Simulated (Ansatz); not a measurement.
# Au in Ansatz: reference runs

Aim: a first look at Au with PBE, on the cell as given.

Program: Ansatz 0.2.0. These are calculated values, not measurements. Logs are shortened: lines on timing, memory, paths and dates and some standing lists are left out, and cuts for length are marked.

**1. The cell of the first run**

The cell holds a slab with vacuum, 6 atoms: a = 2.900 Å, b = 2.900 Å, c = 27.200 Å, α = 90.00°, β = 90.00°, γ = 120.00°.

**2. Single point, PBE (the (0 0 1) slab of Au, cut from the database cell, not relaxed)**

input.yaml

```yaml
crystal:
  lattice:
    - [2.8999984105, 0.0, 0.0]
    - [-1.4499992052, 2.5114722944, 0.0]
    - [0.0, 0.0, 27.2]
  atoms:
    - { symbol: Au, position: [0.3333333333, 0.6666666666, 0.2757352941] }
    - { symbol: Au, position: [0.6666666667, 0.3333333334, 0.3654411765] }
    - { symbol: Au, position: [0.3333333333, 0.6666666666, 0.4551470588] }
    - { symbol: Au, position: [0.6666666667, 0.3333333334, 0.5448529412] }
    - { symbol: Au, position: [0.3333333333, 0.6666666666, 0.6345588235] }
    - { symbol: Au, position: [0.6666666667, 0.3333333334, 0.7242647059] }
hamiltonian:
  xc: pbe
  pseudopotentials: { kind: paw }
kpoints:
  mp_grid: { grid: [11, 11, 1] }
scf:
  occupations: { method: fermi_dirac, width: 0.05 }
output:
  forces: true
  eigenvalues: true
  write_density: true
  write_potential: true
  elf: true
  volumetric_format: npy
efield:
  axis: 3
  dipole_correction: true
  ramp_width: 0.04
```

Potentials or basis: Ansatz PAW.

Started as:

```
$ ansatz run input.yaml --threads 4 --pin off --max-ram 11264MiB --backend cpu --events-out ev --progress --plain --runs-dir out
```

The program printed:

```text
Warning: RAYON_NUM_THREADS=4 ignored (pool sized by the plan → 4); use --threads N
Engine: ansatz 0.2.0, aarch64-unknown-linux-gnu
Pseudopotentials: kind: paw
Pseudopotential: Au, paw, valence charge 19, recommended cutoff 420 eV (normal), Au.paw.azcp
Functional definition: PBE
  parameter kappa = 0.804
  parameter beta = 0.06672455060314922
  exchange = pbe_x(kappa = kappa, mu = beta*pi^2/3)
  correlation = pbe_c(beta = beta)
Crystal: 6 atoms, lattice volume = 198.105 Å³
Basis set: ecut = 420 eV, 3859 PW (Γ), exchange–correlation on 40×40×384 points (8 copies of the dense FFT grid, shifted against one another)
Bands: 69, of which v1, the nominal top of the filled ones, is band 57 counted from 1 (56 counted from 0)
Symmetry: 6 space group operations
k-points: 16 of 121 (time reversal used)
Non-local potential: Au, projectors of the file, l = 0: 3, l = 1: 2, l = 2: 2, l = 3: 1
PAW form: soft (Blöchl's): semilocal exchange-correlation on the pseudo side does not see the compensation charge
PAW one-centre angular grid: Au, 590 points (default); XC on 64 Gauss nodes
Initial density: superposition of atomic densities (neutral atoms: chi_scale 0, normalization atom), corrected by the library's trained network
Initial wavefunctions: pseudopotential atomic-orbital guess
Functional: x = pbe(κ = 0.804, μ = 0.2195149727645171), c = pbe(β = 0.06672455060314922)
SCF iter   1: F=—  HF=-78895.400555 eV  |F-HF|=—  |Δ(HF+E_count)|=         —  Δρ=4.11e-3  dr2=1.03e0  ethr=1.77e-3  p=0.000 e·Å  D=1.27e-13 V/Å  ΔV_dip=-0.00 eV  dr2_dipole=2.97e-9  V_vac-E_F(+/−)=4.81/4.81 eV  ⟨swp⟩=6.6  Hψ=4451  notcnv=0  defer=25
efield: sawtooth ramp at fractional position 0.9800 (placed from the atoms, in the widest stretch of the axis that holds none; the zero of the levels goes with the place), width 0.0400; the density the first Hamiltonian is built on has a dipole p = 0.000 e·Å; the dipole correction subtracts the counter field D = 1.27e-13 V/Å, which shifts the + side's vacuum level by -0.00 eV against the − side's; the planar-averaged density in the ramp window peaks in size at 2.8e-5 e/Å³
preconditioner: auto → LDOS  [metal: Δε(μ)=0.136 eV  Ē_g=9.326 eV  σ=0.050 eV  W_gap=0.45  n_scr=20 (ndim 8)  ℏωp=21.4 eV  f_vac=0.433  D(μ)=2.27/eV (n_scr^D=12)  β→1.0]
SCF iter   2: F=—  HF=-78895.370262 eV  |F-HF|=—  |Δ(HF+E_count)|=   3.03e-2  Δρ=2.56e-3  dr2=4.40e-2  ethr=9.04e-4  p=-0.000 e·Å  D=-5.62e-6 V/Å  ΔV_dip=0.00 eV  dr2_dipole=3.30e-7  V_vac-E_F(+/−)=5.36/5.36 eV  ⟨swp⟩=2.1  Hψ=1355  notcnv=0  defer=55
SCF iter   3: F=—  HF=-78895.365620 eV  |F-HF|=—  |Δ(HF+E_count)|=   4.64e-3  Δρ=1.04e-3  dr2=1.55e-2  ethr=3.86e-5  p=0.000 e·Å  D=5.23e-6 V/Å  ΔV_dip=-0.00 eV  dr2_dipole=9.86e-9  V_vac-E_F(+/−)=5.28/5.28 eV  ⟨swp⟩=2.0  Hψ=1686  notcnv=0  defer=65
SCF iter   4: F=—  HF=-78895.364274 eV  |F-HF|=—  |Δ(HF+E_count)|=   1.35e-3  Δρ=4.95e-4  dr2=1.22e-3  ethr=1.36e-5  p=0.000 e·Å  D=1.22e-6 V/Å  ΔV_dip=-0.00 eV  dr2_dipole=4.45e-9  V_vac-E_F(+/−)=5.33/5.33 eV  ⟨swp⟩=2.0  Hψ=1612  notcnv=0  defer=65
SCF iter   5: F=—  HF=-78895.363999 eV  |F-HF|=—  |Δ(HF+E_count)|=   2.75e-4  Δρ=9.23e-5  dr2=5.25e-5  ethr=1.07e-6  p=0.000 e·Å  D=1.43e-6 V/Å  ΔV_dip=-0.00 eV  dr2_dipole=7.12e-10  V_vac-E_F(+/−)=5.32/5.32 eV  ⟨swp⟩=3.1  Hψ=1868  notcnv=0  defer=65
SCF iter   6: F=—  HF=-78895.364315 eV  |F-HF|=—  |Δ(HF+E_count)|=   3.16e-4  Δρ=3.50e-5  dr2=2.62e-6  ethr=4.61e-8  p=0.000 e·Å  D=7.55e-7 V/Å  ΔV_dip=-0.00 eV  dr2_dipole=2.10e-10  V_vac-E_F(+/−)=5.32/5.32 eV  ⟨swp⟩=2.2  Hψ=1613  notcnv=0  defer=65
SCF iter   7: F=—  HF=-78895.364318 eV  |F-HF|=—  |Δ(HF+E_count)|=   2.96e-6  Δρ=9.40e-6  dr2=3.97e-7  ethr=2.30e-9  p=0.000 e·Å  D=2.10e-7 V/Å  ΔV_dip=-0.00 eV  dr2_dipole=3.44e-11  V_vac-E_F(+/−)=5.32/5.32 eV  ⟨swp⟩=2.3  Hψ=1678  notcnv=0  defer=65
SCF iter   8: F=-78895.364318 eV  HF=-78895.364318 eV  |F-HF|=7.44e-9  |Δ(HF+E_count)|=   2.96e-7  Δρ=2.87e-6  dr2=4.13e-8  ethr=8.77e-11  p=0.000 e·Å  D=7.41e-8 V/Å  ΔV_dip=-0.00 eV  dr2_dipole=3.99e-12  V_vac-E_F(+/−)=5.32/5.32 eV  ⟨swp⟩=20.2  Hψ=9580  notcnv=0
SCF 1 converged in 8 iterations: F = -78895.364318 eV  dr2 = 4.13e-8
WARN: The output density's exchange-correlation potential varies sharply where the density is thin. Do not read a vacuum level from v_tot or v_xc, or from such a field of the output density. On a cell that repeats whose density bears no net charge and no dipole along the vacuum's axis use v_es (v_loc + v_h of the components); under efield.dipole_correction with no amplitude use v_es + v_field, which holds any external_charges[].barrier, or the levels of the report's work_function block, which leave it out; under a non-zero efield.amplitude the vacuum is tilted and has no level; on a cell that repeats and bears such a dipole with no correction it is tilted too, and efield.dipole_correction with no amplitude gives each side of its ramp a level where efield: is served; in a cell that repeats whose density bears a net charge (total_charge, or a fill off its count) it is curved and has none; of a slab under crystal.periodic whose density bears no net charge use v_es, which has a level on each side, short of where the two are joined; of another it falls or rises all the way out and has none; of a slab beside external_charges read slab_vacuum_level instead, which it has where they leave it neutral. The grid or the basis barely resolves most such structure, and the values can differ between equally converged runs; as a rule a tighter scf.convergence.dr2_threshold does not remove it. Where the density itself ripples (under the LDA too) a higher basis.ecutwfc lessens it. The files hold the spikes' plane waves up to the density's cutoff. Files: v_tot_of_output_density and the like, and their columns of v_z.tsv (output.write_potential); v_xc_of_output_density and the like, and their columns of v_comp_z.tsv (output.write_potential_components). Measured: with its Gaussian average of σ = 0.25 Å subtracted twice, the exchange-correlation potential is over 0.1 eV at 9 of the grid points where the equally averaged density (valence and model cores) is under 1e-3 e/Å³, and 0.159 eV at the most among them, at an averaged density of 1.1e-8 e/Å³. The input density's (outcome.potential() and, of a run that writes arrays, v_tot and v_xc) is over 0.1 eV, so measured, at 51 points of its own thin density, 0.133 eV at the most. See output.write_potential in the manual, Limitations
SCF converged after 8 iterations
Free energy (F): -78895.364318 eV
Harris-Foulkes:  -78895.364318 eV  (|F-HF|=7.44e-9)
Internal energy: -78895.348162 eV  (E = F + TS)
E sigma→0 (E₀):  -78895.356240 eV
Entropy (-TS):   -0.016156 eV (-2.693 meV/atom)
Fermi energy:    7.919106 eV
Dipole field:    D = 0.000003 V/Å  (p = 0.000003 e·Å, saw-weighted, corrected)
Work function:   Φ+ = 5.3190 eV   Φ− = 5.3191 eV
Levels:          The Fermi level and band energies are counted from a zero that moves with the ramp; work functions are not
--- Per-component energies (eV) ---
  E_band       = -2633.136224
  E_kinetic    = 3625.194360
  E_local      = -170449.906616  (includes V_loc(G=0)·N_el)
  E_nonlocal   = 446.480477
  E_hartree    = 83781.560795
  E_xc         = -1365.056574
  E_vxc        = -1647.151809  (∫ρ·V_xc dr)
  E_paw        = -58241.060062  (= ΣΔE_a)
  E_vpaw       = -2170.796239  (= ΣTr[D̂ρ^β])
  E_aug_tail   = 0.008576  (compensation charges beyond the density's cutoff)
  E_efield     = 0.000000  (sawtooth field / dipole correction)
  E_vefield    = 0.000000  (∫n·V_field dr)
  E_ewald      = 63307.430882
  E_smearing   = -0.016156  (= −TS)
  E_closure    = 0.000000  (closes the sum)
  Σ components = -78895.364318   (vs F -78895.364318, Δ=0.00e0)
--- Forces (eV/Å), atoms counted from 1 ---
  atom   1  Au    -0.00000000     0.00000000    -0.10616780
  atom   2  Au     0.00000000    -0.00000000     0.09333576
  atom   3  Au    -0.00000000     0.00000000    -0.01877046
  atom   4  Au     0.00000000    -0.00000000     0.01877037
  atom   5  Au     0.00000000     0.00000000    -0.09333558
  atom   6  Au     0.00000000    -0.00000000     0.10616758
  max |Σ_I F_I| component: 1.40e-7 eV/Å
--- Band table (eV; the first three rows and the last of 16) ---
  k-point 0: bands = ["-97.2083", "-97.2043", "-97.1330", "-97.1330", "-96.8443", "-96.8443", "-48.7153", "-48.6492", "-48.5919", "-48.5919", "-48.5803", "-48.5802", "-48.5802", "-48.5628", "-48.5146", "-48.5146", "-48.5145", "-48.5145", "-48.2537", "-48.2537", "-48.2537", "-48.2537", "-48.2194", "-48.2194", "-1.1268", "-0.5434", "0.2165", "0.8536", "1.1797", "1.1952", "3.3973", "3.4598", "3.6698", "3.6792", "3.6792", "3.7096", "3.7096", "3.8232", "3.8232", "3.9235", "3.9235", "4.1580", "4.1580", "4.1647", "4.1647", "4.1732", "4.8361", "4.8361", "5.1785", "5.1785", "5.3347", "5.5174", "5.5174", "5.7859", "5.7859", "6.0036", "6.0036", "6.0199", "6.0199", "7.2923", "8.0013", "11.9198", "12.8177", "13.4923", "13.9477", "15.5339", "15.7900", "18.1509", "18.2478"]
  k-point 1: bands = ["-97.2076", "-97.2038", "-97.1324", "-97.1324", "-96.8437", "-96.8437", "-48.7119", "-48.6490", "-48.6030", "-48.5965", "-48.5954", "-48.5831", "-48.5757", "-48.5636", "-48.5271", "-48.5267", "-48.5177", "-48.5176", "-48.2662", "-48.2662", "-48.2569", "-48.2569", "-48.2181", "-48.2181", "-0.8759", "-0.2970", "0.4609", "1.0931", "1.3995", "1.4270", "3.3610", "3.4199", "3.4762", "3.5686", "3.7415", "3.7543", "3.7905", "3.8288", "3.8538", "3.9752", "4.0257", "4.0577", "4.0711", "4.1482", "4.2992", "4.3122", "4.6332", "4.7683", "4.8642", "5.1273", "5.1357", "5.4830", "5.4835", "5.6759", "5.7785", "5.8465", "6.0097", "6.0410", "6.4055", "7.7971", "8.7166", "12.0396", "13.0026", "13.6966", "14.1176", "15.7138", "15.9721", "18.3427", "18.4102"]
  k-point 2: bands = ["-97.2058", "-97.2024", "-97.1308", "-97.1308", "-96.8421", "-96.8421", "-48.7028", "-48.6564", "-48.6308", "-48.6246", "-48.6050", "-48.5911", "-48.5737", "-48.5694", "-48.5599", "-48.5549", "-48.5263", "-48.5261", "-48.2997", "-48.2997", "-48.2655", "-48.2655", "-48.2149", "-48.2149", "-0.1767", "0.3707", "1.0922", "1.6817", "1.9332", "1.9922", "3.1250", "3.1880", "3.2451", "3.4268", "3.4929", "3.5642", "3.6859", "3.7234", "3.9948", "4.1591", "4.2052", "4.2060", "4.2073", "4.3943", "4.4218", "4.5663", "4.6213", "4.6985", "4.8415", "4.8558", "5.0869", "5.1763", "5.4247", "5.5479", "5.7518", "6.0157", "6.0851", "6.1439", "7.1363", "8.6371", "10.1420", "12.4489", "13.5561", "14.3035", "14.6293", "16.2340", "16.5033", "18.8306", "18.8762"]
  k-point 15: bands = ["-97.1982", "-97.1978", "-97.1248", "-97.1248", "-96.8361", "-96.8361", "-48.7232", "-48.7158", "-48.6946", "-48.6785", "-48.6570", "-48.6535", "-48.6254", "-48.6233", "-48.6042", "-48.6012", "-48.5678", "-48.5668", "-48.3775", "-48.3775", "-48.3481", "-48.3481", "-48.2025", "-48.2025", "2.2780", "2.3559", "2.4957", "2.6527", "2.7000", "2.8416", "2.9915", "3.0239", "3.1106", "3.2521", "3.3890", "3.6201", "3.6566", "3.7596", "3.8426", "4.1704", "4.1729", "4.4847", "4.4993", "4.5294", "4.6373", "4.8576", "5.3119", "5.6563", "5.6713", "5.7603", "5.8924", "5.9701", "6.0320", "6.0784", "10.2391", "10.4961", "10.7204", "11.0844", "11.4780", "11.9523", "12.4396", "12.7319", "12.9504", "13.2558", "14.3589", "14.5066", "14.8682", "15.6998", "15.7953"]
```

Run time: 8.1 s. Hardware: 4 threads of Arm Neoverse V1, shared host; peak memory 0.63 GiB.

Results:

- Free energy: -78895.3643 eV
- Largest force: 0.106 eV/Å
- Band gap on the k mesh: none (metal or under the smearing width)
- Work function of the upper face: 5.32 eV
- Work function of the lower face: 5.32 eV
- Dipole across the slab: 0.000 e·Å

Forces on the atoms (eV/Å):
```
Au   0.000  0.000 -0.106
Au   0.000  0.000  0.093
Au   0.000  0.000 -0.019
Au   0.000  0.000  0.019
Au   0.000  0.000 -0.093
Au   0.000  0.000  0.106
```

Levels at points of the mesh, in eV from the Fermi level:
| k point | band 55 | band 56 | band 57 | band 58 | band 59 | band 60 | band 61 | band 62 |
| --- | --- | --- | --- | --- | --- | --- | --- | --- |
| (0.00, 0.00, 0.00) | -2.13 | -1.92 | -1.92 | -1.90 | -1.90 | -0.63 | 0.08 | 4.00 |

The run has no spin-orbit coupling, so splittings on Au are missing.
